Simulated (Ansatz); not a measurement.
## TiO$_{2}$: pressure against volume

TiO$_{2}$, I4_1/amd, a = 3.778 Å, c = 9.584 Å. The compound has several low-lying forms, and this is one of them. Ansatz: r2SCAN, PAW, 500 eV, Γ-centred 8×8×6 mesh on 6 atoms, Gaussian smearing 0.02 eV; no spin polarisation. Shape and atoms are relaxed at each volume; pressure is positive in compression.

```
V (Å³/atom) P (GPa)
     10.030    27.72
     10.372    19.74
     10.714        ?
     11.056     6.00
     11.398     0.01
     11.740    -5.39
     12.082   -10.17
     12.538   -15.64
```

Problem. Take V0 = 11.398 Å³/atom, count pressures from its P0 = 0.01 GPa, fit the third-order Birch–Murnaghan form to the other rows, and predict the missing pressure.

Solution. With the Eulerian strain f = ½[(V0/V)^(2/3) − 1] and y = (P − P0)/[3f(1 + 2f)^(5/2)], the form is the line y = B0 + 1.5 B0 (B0′ − 4) f. Rows (f, y): 0.04449, 167.8; 0.03245, 173.2; 0.01026, 185.0; -0.00976, 193.7; -0.01905, 196.3; -0.03079, 198.6. Means f = 0.004600, y = 185.77; Σ(Δf)² = 0.004417, ΣΔfΔy = -1.888; the slope is their ratio. y = 187.7 − 427.5 f GPa, so B0 = 187.7 GPa and B0′ = 4 + 2 × (-427.5)/(3 × 187.7) = 2.48. At V = 10.714, f = 0.02106, y = 178.70 and P = 12.53 GPa. The run gave 12.60 GPa, so the fit is 0.07 GPa too low, within the rms miss on the fitted rows (0.10 GPa).